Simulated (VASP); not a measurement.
The system is CaSe.

```
CELL_PARAMETERS angstrom
0.00000 2.95600 2.95600
2.95600 0.00000 2.95600
2.95600 2.95600 0.00000
ATOMIC_POSITIONS crystal
Ca 0.00000 0.00000 0.00000
Se 0.50000 0.50000 0.50000
```

- Program: VASP 6.6.1
- Task: relaxation of cell and atoms
- Functional: LDA
- Potentials or basis: VASP PAW LDA potentials, release 64 (Ca_sv, Se)
- Cutoff: 600 eV
- k mesh: 8 × 8 × 8
- Occupations: gaussian, width 0.03 eV
- Spin: no spin polarisation

At the start: pressure -2.9 GPa; volume 25.83 Å³/atom.

Q: How do energy, volume and symmetry change on relaxing?

A: Over 3 steps the energy falls by 13.4 meV/atom and the volume is 24.40 Å³/atom (-5.5 %); space group Fm-3m (No. 225, to 0.05 Å).

The path:
```tsv
step	energy change (eV)	largest force (eV/Å)	pressure (GPa)	volume (Å³)
1	0.0000	0.0000	-2.88	51.66
2	-0.0258	0.0000	0.66	48.26
3	-0.0269	0.0000	0.00	48.81
```

Final structure:
```
Ca Se
1.0
     0.00000    2.90060    2.90060
     2.90060    0.00000    2.90060
     2.90060    2.90060    0.00000
Ca Se
1 1
Cartesian
  0.0000 0.0000 0.0000
  2.9006 2.9006 2.9006
```
